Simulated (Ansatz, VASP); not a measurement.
# BN: VASP beside Ansatz

File INCAR:

```
  PREC = Accurate
  ENCUT = 520
  EDIFF = 1E-6
  ISMEAR = -1
  SIGMA = 0.05
  LREAL = F
  LASPH = T
  NELM = 100
  ALGO = Normal
  ISIF = 2
  LWAVE = F
  LCHARG = F
  GGA = PE
  NBANDS = 16
```

The input KPOINTS:

```
regular mesh
0
Gamma
  13 13 8
```

Contents of POSCAR:

```
BN
1.0
    2.2039560991      0.0000000000      0.0000000000
   -1.1019780495      1.9086819706      0.0000000000
    0.0000000000      0.0000000000      3.5891144463
B N
2 2
Direct
    0.0000000000      0.0000000000      0.0000000000
    0.0000000000      0.0000000000      0.5000000000
    0.3333333333      0.6666666667      0.2500000000
    0.6666666667      0.3333333333      0.7500000000
```

Input for Ansatz:

```yaml
crystal:
  lattice:
    - [2.2039560991, 0.0, 0.0]
    - [-1.1019780495, 1.9086819706, 0.0]
    - [0.0, 0.0, 3.5891144463]
  atoms:
    - { symbol: B, position: [0.0, 0.0, 0.0] }
    - { symbol: B, position: [0.0, 0.0, 0.5] }
    - { symbol: "N", position: [0.3333333333, 0.6666666667, 0.25] }
    - { symbol: "N", position: [0.6666666667, 0.3333333333, 0.75] }
kpoints:
  mp_grid: { grid: [13, 13, 8] }
scf:
  occupations: { method: fermi_dirac, width: 0.05 }
hamiltonian:
  xc: pbe
  pseudopotentials: { kind: all_electron, lapw: { basis_error: 0.0005 } }
output:
  forces: true
  stress: true
  eigenvalues: true
  populations: true
```

Alike in both runs: task single point; functional PBE; k mesh 13 × 13 × 8; occupations fermi-dirac, width 0.05 eV; no spin polarisation.

|  | VASP | Ansatz |
| --- | --- | --- |
| version | VASP 6.6.1 | Ansatz 0.2.0 |
| potentials or method | VASP PAW PBE potentials, release 64 (B, N) | all-electron LAPW, scalar-relativistic |
| plane-wave cutoff (eV) | 520 | see its input |

Ansatz gave:

* gap on the k mesh at the Fermi level (eV): 3.79

Problem. Which values does VASP return?

Solution. gap on the k mesh at the Fermi level (eV): 3.78.

Ansatz ran all-electron here, so the differences hold the error of VASP's frozen core and of both bases.

Caveats: an odd mesh through Γ misses points on the zone boundary, where band edges often lie.
